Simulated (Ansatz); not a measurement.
The system is Au.

```xyz
1
Lattice="-1.6573 1.6573 1.6573 1.6573 -1.6573 1.6573 1.6573 1.6573 -1.6573" Properties=species:S:1:pos:R:3 pbc="T T T"
Au    0.0000    0.0000    0.0000
```

This isn't the form of Au at room conditions, which is fcc.

```yaml
Program: Ansatz 0.2.0
Task: relaxation of cell and atoms
Functional: PBEsol
Dispersion: D3(BJ)
Potentials_or_basis: Ansatz PAW
Cutoff: "420 eV (not typed: the program's choice for these potentials)"
k_mesh: 11 × 11 × 11
Occupations: fermi-dirac, width 0.05 eV
Spin: no spin polarisation
```

At the start: volume 18.21 Å³/atom.

Problem. How do energy, volume and symmetry change on relaxing?

Solution. It ends after 6 steps and the volume is 16.51 Å³/atom (-9.3 %); space group Im-3m (No. 229, to 0.05 Å).

The path:
| step | energy change (eV) | largest force (eV/Å) | volume (Å³) |
| --- | --- | --- | --- |
| 1 | 0.0000 | 0.0000 | 18.21 |
| 2 | -0.0563 | 0.0000 | 15.67 |
| 3 | -0.0833 | 0.0000 | 16.73 |
| 4 | -0.0850 | 0.0000 | 16.51 |
| 5 | -0.0850 | 0.0000 | 16.51 |
| 6 | -0.0845 | 0.0000 | 16.51 |

Final structure:
```
Au
1.0
    -1.60402    1.60402    1.60402
     1.60402   -1.60402    1.60402
     1.60402    1.60402   -1.60402
Au
1
Direct
  0.00000 0.00000 0.00000
```

Caveat: the plane-wave basis is chosen anew once the cell has moved, so the energies of steps on either side of that aren't comparable; pairwise dispersion overbinds metals, which lowers pressure and volume; the PAW data sets come from PBE, with cores solved anew for the run's functional, which leaves a small shift of forces and pressure.
